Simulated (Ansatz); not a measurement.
Born–Oppenheimer molecular dynamics of a periodic cell of 24 atoms, CaF$_{2}$ (surface CaF2(110)). It starts from a partly relaxed structure (largest force component 0.06 eV/Å).

Computed with Ansatz, DFT LDA, scalar-relativistic, plane waves, PAW. Settings: accuracy low, PAW set soft_1, cutoff 420 eV, k mesh 1x2x1, fermi-dirac smearing 0.05 eV, no spin polarisation.

| Item | Value |
| --- | --- |
| ensemble | NVT, Langevin thermostat |
| time step | 2 fs |
| steps asked | 300 |
| set temperature | 500 K |
| friction | 0.005 /fs |
| atoms held | 1, 2, 6, 9, 10, 11 |
| seed | 90849 |

Frames 4 fs apart, positions in Å, forces in eV/Å.

Velocities at 0.0 fs (Å/ps):

```
Ca 0.00 0.00 0.00
F 0.00 0.00 0.00
F -5.00 -2.15 13.60
Ca 5.58 -1.52 -1.85
F 5.34 7.02 2.58
F 0.00 0.00 0.00
Ca -0.34 1.60 0.82
F -4.71 0.91 0.44
F 0.00 0.00 0.00
Ca 0.00 0.00 0.00
F 0.00 0.00 0.00
F -6.57 4.01 -4.00
Ca -1.99 -0.97 1.18
F 2.42 8.98 -2.38
F -1.80 -7.21 1.81
Ca 2.93 -3.67 -2.70
F -0.78 1.98 -1.45
F -0.06 5.54 7.82
Ca -0.26 -1.05 4.00
F -1.13 2.19 -5.25
F 0.26 0.12 -2.69
Ca -2.41 0.01 -2.54
F 10.76 -5.37 -2.61
F -6.20 1.79 8.87
```

```xyz
24
Lattice="7.7261 0.0000 0.0000 0.0000 5.4632 0.0000 0.0000 0.0000 17.7946" Properties=species:S:1:pos:R:3:forces:R:3 time_fs=0.0 energy_less_start_eV=0.000 T=500
Ca 0.000 0.000 1.000 0.00 0.00 1.22
F 1.931 1.366 1.000 0.00 -0.85 -0.67
F 7.726 1.356 2.780 0.00 0.02 0.04
Ca 5.795 2.732 2.720 0.00 0.00 -0.01
F 7.726 4.107 2.780 0.00 -0.02 0.04
F 1.931 4.097 1.000 0.00 0.85 -0.67
Ca 1.931 2.732 2.720 0.00 0.00 -0.01
F 3.863 4.107 2.780 0.00 -0.02 0.04
F 5.795 4.097 1.000 0.00 0.85 -0.67
Ca 3.863 0.000 1.000 0.00 0.00 1.22
F 5.795 1.366 1.000 0.00 -0.85 -0.67
F 3.863 1.356 2.780 0.00 0.02 0.04
Ca 3.863 0.000 4.714 0.00 0.00 -0.06
F 5.795 1.336 4.587 0.00 0.01 0.02
F 3.863 1.459 6.452 0.00 0.04 0.01
Ca 1.931 2.732 6.271 0.00 0.00 0.04
F 3.863 4.005 6.452 0.00 -0.04 0.01
F 5.795 4.127 4.587 0.00 -0.01 0.02
Ca 5.795 2.732 6.271 0.00 0.00 0.04
F 0.000 4.005 6.452 0.00 -0.04 0.01
F 1.931 4.127 4.587 0.00 -0.01 0.02
Ca 7.726 0.000 4.714 0.00 0.00 -0.06
F 1.931 1.336 4.587 0.00 0.01 0.02
F 0.000 1.459 6.452 0.00 0.04 0.01
24
Lattice="7.7261 0.0000 0.0000 0.0000 5.4632 0.0000 0.0000 0.0000 17.7946" Properties=species:S:1:pos:R:3:forces:R:3 time_fs=4.0 energy_less_start_eV=0.047 T=489
Ca 0.000 0.000 1.000 0.06 0.04 1.27
F 1.931 1.366 1.000 -0.14 -0.84 -0.65
F 7.705 1.348 2.832 0.13 0.11 -0.28
Ca 5.815 2.724 2.710 -0.19 0.13 0.21
F 7.747 4.131 2.788 -0.14 -0.14 -0.04
F 1.931 4.097 1.000 -0.03 0.85 -0.70
Ca 1.929 2.737 2.727 0.07 -0.03 -0.05
F 3.844 4.110 2.788 0.15 -0.01 -0.03
F 5.795 4.097 1.000 0.04 0.86 -0.65
Ca 3.863 0.000 1.000 -0.07 -0.01 1.27
F 5.795 1.366 1.000 0.07 -0.87 -0.68
F 3.837 1.370 2.760 0.20 -0.02 0.05
Ca 3.854 -0.003 4.718 0.12 -0.01 -0.13
F 5.801 1.371 4.579 -0.12 -0.09 0.05
F 3.858 1.429 6.459 0.03 0.19 0.06
Ca 1.943 2.719 6.260 -0.09 0.07 0.07
F 3.862 4.010 6.446 -0.06 -0.18 0.07
F 5.794 4.146 4.617 0.00 -0.05 -0.17
Ca 5.792 2.724 6.288 0.02 0.09 -0.01
F -0.001 4.015 6.434 0.07 -0.13 0.06
F 1.932 4.128 4.578 -0.02 -0.08 0.11
Ca 7.714 0.002 4.704 0.04 0.01 0.17
F 1.976 1.319 4.576 -0.27 0.11 0.12
F -0.027 1.465 6.489 0.15 0.00 -0.14
24
Lattice="7.7261 0.0000 0.0000 0.0000 5.4632 0.0000 0.0000 0.0000 17.7946" Properties=species:S:1:pos:R:3:forces:R:3 time_fs=8.0 energy_less_start_eV=0.179 T=442
Ca 0.000 0.000 1.000 0.13 0.07 1.30
F 1.931 1.366 1.000 -0.28 -0.82 -0.63
F 7.684 1.341 2.880 0.29 0.22 -0.60
Ca 5.836 2.721 2.698 -0.37 0.22 0.41
F 7.763 4.151 2.795 -0.25 -0.23 -0.13
F 1.931 4.097 1.000 -0.06 0.83 -0.71
Ca 1.928 2.742 2.740 0.13 -0.05 -0.16
F 3.826 4.117 2.798 0.27 -0.01 -0.10
F 5.795 4.097 1.000 0.07 0.87 -0.64
Ca 3.863 0.000 1.000 -0.15 -0.01 1.31
F 5.795 1.366 1.000 0.13 -0.89 -0.69
F 3.809 1.381 2.741 0.41 -0.04 0.07
Ca 3.845 -0.006 4.721 0.27 -0.08 -0.18
F 5.810 1.402 4.569 -0.27 -0.15 0.11
F 3.855 1.396 6.469 0.05 0.33 0.10
Ca 1.953 2.705 6.248 -0.17 0.12 0.17
F 3.863 4.011 6.439 -0.12 -0.31 0.12
F 5.793 4.165 4.642 -0.01 -0.10 -0.30
Ca 5.787 2.715 6.306 0.04 0.19 -0.09
F 0.000 4.025 6.419 0.11 -0.21 0.09
F 1.929 4.118 4.574 -0.03 -0.07 0.16
Ca 7.696 0.006 4.694 0.10 -0.05 0.45
F 2.021 1.306 4.568 -0.56 0.20 0.17
F -0.057 1.471 6.524 0.27 -0.04 -0.25
24
Lattice="7.7261 0.0000 0.0000 0.0000 5.4632 0.0000 0.0000 0.0000 17.7946" Properties=species:S:1:pos:R:3:forces:R:3 time_fs=12.0 energy_less_start_eV=0.369 T=377
Ca 0.000 0.000 1.000 0.19 0.07 1.33
F 1.931 1.366 1.000 -0.39 -0.81 -0.61
F 7.669 1.336 2.926 0.42 0.37 -0.96
Ca 5.854 2.720 2.685 -0.51 0.28 0.61
F 7.773 4.169 2.806 -0.30 -0.31 -0.23
F 1.931 4.097 1.000 -0.09 0.82 -0.69
Ca 1.929 2.747 2.754 0.17 -0.07 -0.27
F 3.813 4.124 2.811 0.35 -0.01 -0.19
F 5.795 4.097 1.000 0.10 0.90 -0.66
Ca 3.863 0.000 1.000 -0.22 -0.01 1.35
F 5.795 1.366 1.000 0.18 -0.91 -0.70
F 3.785 1.389 2.726 0.58 -0.05 0.06
Ca 3.837 -0.009 4.724 0.41 -0.15 -0.19
F 5.816 1.432 4.559 -0.40 -0.20 0.18
F 3.850 1.364 6.483 0.09 0.45 0.11
Ca 1.965 2.693 6.233 -0.26 0.16 0.35
F 3.859 4.009 6.434 -0.14 -0.41 0.15
F 5.791 4.183 4.659 -0.03 -0.13 -0.37
Ca 5.781 2.707 6.320 0.08 0.28 -0.15
F 0.003 4.036 6.405 0.13 -0.30 0.11
F 1.930 4.100 4.576 -0.06 0.02 0.13
Ca 7.679 0.017 4.684 0.14 -0.19 0.78
F 2.058 1.297 4.561 -0.80 0.24 0.18
F -0.084 1.471 6.553 0.36 -0.04 -0.34
24
Lattice="7.7261 0.0000 0.0000 0.0000 5.4632 0.0000 0.0000 0.0000 17.7946" Properties=species:S:1:pos:R:3:forces:R:3 time_fs=16.0 energy_less_start_eV=0.579 T=290
Ca 0.000 0.000 1.000 0.26 0.09 1.33
F 1.931 1.366 1.000 -0.49 -0.81 -0.60
F 7.655 1.339 2.962 0.56 0.49 -1.27
Ca 5.869 2.719 2.667 -0.62 0.35 0.83
F 7.781 4.187 2.813 -0.35 -0.37 -0.31
F 1.931 4.097 1.000 -0.11 0.81 -0.69
Ca 1.926 2.754 2.766 0.21 -0.11 -0.38
F 3.804 4.129 2.824 0.40 0.00 -0.28
F 5.795 4.097 1.000 0.11 0.94 -0.70
Ca 3.863 0.000 1.000 -0.29 0.00 1.40
F 5.795 1.366 1.000 0.22 -0.95 -0.74
F 3.766 1.399 2.712 0.72 -0.09 0.05
Ca 3.833 -0.015 4.726 0.49 -0.19 -0.21
F 5.820 1.463 4.548 -0.52 -0.25 0.27
F 3.846 1.337 6.500 0.12 0.52 0.10
Ca 1.980 2.678 6.221 -0.35 0.21 0.50
F 3.854 4.002 6.423 -0.13 -0.48 0.21
F 5.786 4.200 4.669 -0.02 -0.16 -0.39
Ca 5.776 2.699 6.334 0.12 0.37 -0.23
F 0.008 4.047 6.391 0.12 -0.39 0.14
F 1.930 4.081 4.576 -0.06 0.12 0.14
Ca 7.661 0.029 4.675 0.18 -0.35 1.06
F 2.085 1.294 4.555 -0.96 0.25 0.19
F -0.104 1.465 6.576 0.40 -0.01 -0.39
24
Lattice="7.7261 0.0000 0.0000 0.0000 5.4632 0.0000 0.0000 0.0000 17.7946" Properties=species:S:1:pos:R:3:forces:R:3 time_fs=20.0 energy_less_start_eV=0.773 T=238
Ca 0.000 0.000 1.000 0.31 0.11 1.33
F 1.931 1.366 1.000 -0.56 -0.80 -0.60
F 7.644 1.351 2.987 0.68 0.55 -1.49
Ca 5.882 2.721 2.651 -0.73 0.38 1.00
F 7.786 4.204 2.819 -0.39 -0.39 -0.38
F 1.931 4.097 1.000 -0.12 0.81 -0.68
Ca 1.922 2.760 2.776 0.26 -0.16 -0.48
F 3.800 4.136 2.836 0.42 0.00 -0.38
F 5.795 4.097 1.000 0.12 0.98 -0.76
Ca 3.863 0.000 1.000 -0.34 0.01 1.44
F 5.795 1.366 1.000 0.26 -0.99 -0.79
F 3.757 1.407 2.699 0.78 -0.10 0.05
Ca 3.830 -0.023 4.727 0.52 -0.17 -0.21
F 5.819 1.494 4.534 -0.60 -0.31 0.38
F 3.842 1.312 6.518 0.15 0.58 0.06
Ca 1.992 2.664 6.209 -0.42 0.24 0.63
F 3.850 3.993 6.408 -0.13 -0.54 0.28
F 5.780 4.218 4.682 0.00 -0.17 -0.41
Ca 5.772 2.693 6.344 0.15 0.43 -0.30
F 0.014 4.057 6.379 0.10 -0.47 0.17
F 1.929 4.064 4.575 -0.07 0.20 0.14
Ca 7.643 0.037 4.672 0.22 -0.44 1.23
F 2.101 1.288 4.547 -1.05 0.25 0.20
F -0.120 1.462 6.592 0.41 0.00 -0.43
24
Lattice="7.7261 0.0000 0.0000 0.0000 5.4632 0.0000 0.0000 0.0000 17.7946" Properties=species:S:1:pos:R:3:forces:R:3 time_fs=24.0 energy_less_start_eV=0.919 T=187
Ca 0.000 0.000 1.000 0.34 0.12 1.32
F 1.931 1.366 1.000 -0.61 -0.81 -0.60
F 7.637 1.365 3.001 0.78 0.52 -1.58
Ca 5.895 2.723 2.638 -0.82 0.41 1.11
F 7.788 4.215 2.825 -0.40 -0.39 -0.42
F 1.931 4.097 1.000 -0.13 0.80 -0.67
Ca 1.920 2.762 2.783 0.30 -0.17 -0.54
F 3.801 4.138 2.851 0.43 0.00 -0.49
F 5.795 4.097 1.000 0.13 1.03 -0.81
Ca 3.863 0.000 1.000 -0.36 0.01 1.45
F 5.795 1.366 1.000 0.29 -1.03 -0.83
F 3.756 1.413 2.683 0.80 -0.11 0.08
Ca 3.828 -0.030 4.723 0.50 -0.14 -0.17
F 5.816 1.525 4.524 -0.64 -0.38 0.46
F 3.837 1.291 6.536 0.17 0.59 0.00
Ca 2.005 2.647 6.200 -0.49 0.29 0.74
F 3.845 3.981 6.395 -0.12 -0.56 0.33
F 5.772 4.237 4.695 0.05 -0.18 -0.41
Ca 5.766 2.691 6.351 0.18 0.46 -0.32
F 0.026 4.063 6.371 0.07 -0.52 0.18
F 1.932 4.048 4.576 -0.08 0.28 0.12
Ca 7.624 0.043 4.673 0.28 -0.45 1.31
F 2.107 1.284 4.538 -1.05 0.21 0.18
F -0.133 1.460 6.604 0.40 0.01 -0.46
24
Lattice="7.7261 0.0000 0.0000 0.0000 5.4632 0.0000 0.0000 0.0000 17.7946" Properties=species:S:1:pos:R:3:forces:R:3 time_fs=28.0 energy_less_start_eV=0.991 T=164
Ca 0.000 0.000 1.000 0.36 0.14 1.31
F 1.931 1.366 1.000 -0.63 -0.82 -0.61
F 7.635 1.379 3.001 0.80 0.41 -1.50
Ca 5.905 2.728 2.627 -0.89 0.40 1.20
F 7.787 4.223 2.827 -0.41 -0.38 -0.41
F 1.931 4.097 1.000 -0.12 0.80 -0.66
Ca 1.918 2.762 2.785 0.32 -0.17 -0.56
F 3.799 4.138 2.865 0.44 0.01 -0.59
F 5.795 4.097 1.000 0.12 1.07 -0.85
Ca 3.863 0.000 1.000 -0.38 0.01 1.46
F 5.795 1.366 1.000 0.31 -1.05 -0.87
F 3.763 1.423 2.668 0.76 -0.13 0.13
Ca 3.827 -0.036 4.718 0.44 -0.09 -0.09
F 5.808 1.551 4.524 -0.62 -0.45 0.44
F 3.835 1.278 6.554 0.19 0.57 -0.06
Ca 2.020 2.632 6.195 -0.57 0.35 0.81
F 3.837 3.967 6.382 -0.07 -0.53 0.36
F 5.764 4.255 4.707 0.09 -0.20 -0.40
Ca 5.761 2.688 6.358 0.20 0.50 -0.31
F 0.040 4.062 6.367 0.02 -0.52 0.17
F 1.936 4.035 4.580 -0.10 0.32 0.08
Ca 7.607 0.046 4.681 0.35 -0.39 1.26
F 2.106 1.282 4.533 -1.01 0.15 0.14
F -0.145 1.460 6.610 0.40 -0.02 -0.47
24
Lattice="7.7261 0.0000 0.0000 0.0000 5.4632 0.0000 0.0000 0.0000 17.7946" Properties=species:S:1:pos:R:3:forces:R:3 time_fs=32.0 energy_less_start_eV=0.999 T=156
Ca 0.000 0.000 1.000 0.37 0.16 1.34
F 1.931 1.366 1.000 -0.62 -0.83 -0.62
F 7.638 1.397 2.991 0.76 0.25 -1.32
Ca 5.907 2.735 2.623 -0.89 0.33 1.21
F 7.784 4.224 2.833 -0.40 -0.32 -0.42
F 1.931 4.097 1.000 -0.12 0.80 -0.64
Ca 1.920 2.759 2.784 0.29 -0.16 -0.55
F 3.800 4.141 2.874 0.46 0.02 -0.66
F 5.795 4.097 1.000 0.11 1.11 -0.89
Ca 3.863 0.000 1.000 -0.37 0.02 1.44
F 5.795 1.366 1.000 0.34 -1.06 -0.89
F 3.779 1.435 2.651 0.68 -0.14 0.21
Ca 3.829 -0.043 4.710 0.33 0.00 0.01
F 5.796 1.574 4.527 -0.56 -0.52 0.36
F 3.837 1.271 6.569 0.20 0.52 -0.13
Ca 2.033 2.622 6.187 -0.65 0.34 0.89
F 3.829 3.949 6.368 0.00 -0.46 0.38
F 5.762 4.270 4.717 0.08 -0.22 -0.39
Ca 5.758 2.684 6.362 0.18 0.54 -0.25
F 0.055 4.060 6.364 -0.02 -0.51 0.18
F 1.940 4.023 4.582 -0.11 0.37 0.02
Ca 7.588 0.047 4.694 0.46 -0.26 1.09
F 2.099 1.274 4.531 -0.91 0.09 0.09
F -0.157 1.458 6.612 0.40 -0.06 -0.47
```

Of the whole run (600 fs, mean temperature of the second half 529 K): A run of 0.6 ps of so small a system gives no equilibrium averages. Limits of this set-up: coarse k mesh, thin slab, slab without dipole correction, PAW files made for another functional, low accuracy level.

The run took 17 min on 2 threads of Arm Neoverse V1 (shared host), peak memory 1.1 GiB.
